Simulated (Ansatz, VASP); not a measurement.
Sr: VASP beside Ansatz

The input INCAR:

```
SYSTEM = Sr
ALGO = Normal
EDIFF = 1E-7
ENCUT = 520
GGA = PS
ISIF = 2
ISMEAR = 0
LASPH = .TRUE.
LCHARG = .FALSE.
LREAL = .FALSE.
LWAVE = .FALSE.
NBANDS = 11
NELM = 60
PREC = Accurate
SIGMA = 0.03
```

Contents of KPOINTS:

```
k-points
0
G
  10 10 10
  0 0 0
```

Contents of POSCAR:

```
Sr
1.0
    0.0076058750      3.0423500000      3.0423500000
    3.0423500000      0.0076058750      3.0423500000
    3.0499558750      3.0499558750      0.0000000000
Sr
1
Direct
    0.0000000000      0.0000000000      0.0000000000
```

Input for Ansatz:

```yaml
crystal:
  lattice:
    - [0.007605875, 3.04235, 3.04235]
    - [3.04235, 0.007605875, 3.04235]
    - [3.049955875, 3.049955875, 0.0]
  atoms:
    - { symbol: Sr, position: [0.0, 0.0, 0.0] }
basis:
  ecutwfc: 420
kpoints:
  mp_grid: { grid: [10, 10, 10] }
hamiltonian:
  xc: pbesol
scf:
  occupations: { method: gaussian, width: 0.03 }
output:
  forces: true
  stress: true
  eigenvalues: true
```

Change from the starting cell: strain +0.0050 x Voigt [0, 0, 0, 0, 0, 1], atoms carried along.

Alike in both runs: task single point; functional PBEsol; k mesh 10 × 10 × 10; occupations gaussian, width 0.03 eV; no spin polarisation.

|  | VASP | Ansatz |
| --- | --- | --- |
| version | VASP 6.6.1 | Ansatz 0.2.0 |
| potentials or method | VASP PAW PBE potentials, release 64 (Sr_sv) | scalar-relativistic, plane waves, PAW |
| plane-wave cutoff (eV) | 520 | 420 |
| valence electrons in the cell | 10 | 10 |

|  | VASP | Ansatz | Ansatz less VASP |
| --- | --- | --- | --- |
| gap on the k mesh at the Fermi level (eV) | none | none | - |
| pressure (GPa) | -0.9 | -0.9 | -0.01 |

A gap of «none» marks a metal or a gap that the smearing closes.

Caveats: the PAW data sets were made with another functional, which shifts forces and pressure a little (VASP).
